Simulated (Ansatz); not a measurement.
# LiF (Griceite) in Ansatz: the effect of functional

The system is LiF (Griceite).

```xyz
2
Lattice="0.0000 1.9729 1.9729 1.9729 0.0000 1.9729 1.9729 1.9729 0.0000" Properties=species:S:1:pos:R:3 pbc="T T T"
F     1.9729    1.9729    1.9729
Li    0.0000    0.0000    0.0000
```

The cell isn't the ideal one: volume scaled by 0.94.

Alike in all runs:

```yaml
Program: Ansatz 0.2.0
Task: single point
Potentials_or_basis: Ansatz PAW
k_mesh: 11 × 11 × 11
Occupations: fermi-dirac, width 0.05 eV
Spin: no spin polarisation
```

```tsv
functional	cutoff	gap on the mesh (eV)	pressure (GPa)
LDA	420 eV (not typed: the program's choice for these potentials)	9.42	-2.3
PBEsol	420 eV (not typed: the program's choice for these potentials)	?	?
r2SCAN	500 eV (not typed: the program's choice for these potentials)	10.66	2.8
```

**Question.** What does the run with functional PBEsol give?

**Answer.** gap on the mesh 9.48 eV; pressure 3.7 GPa.

Caveats: odd divisions of the mesh miss points on the zone boundary, where band edges often lie, so the gap on the mesh can be too wide; the PAW data sets come from PBE, with cores solved anew for the run's functional, which leaves a small shift of forces and pressure.

A k mesh can miss the band edges.

Runs at the PBE level aren't shown here.
